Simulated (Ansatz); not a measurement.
# Convergence of C

```yaml
crystal:
  lattice:
    - [1.77556, 0.00000, 0.00000]
    - [0.00000, 1.77556, 0.00000]
    - [0.00000, 0.00000, 1.77556]
  atoms:
    - { symbol: C, position: [0.00000, 0.00000, 0.00000] }
```

The structure comes from a relaxation in the same program, started in the sc type, and has space group Pm-3m. Whether it is a known phase or the ground state wasn't checked.

The calculation used DFT, PBE, all-electron LAPW, scalar-relativistic in Ansatz 0.2.0.

The runs use a Γ-centred 15×15×15 k mesh, Fermi–Dirac smearing of 0.03 eV, basis error target 1 meV/atom, no spin polarisation. One setting is then changed at a time.

```tsv
LAPW cutoff (eV)	free energy less the base's (meV/atom)	P (GPa)
351 (base)	0.0	-0.25
220	9.1	-0.18
260	2.9	-0.24
400	-0.3	-0.25
500	-0.3	-0.25
```
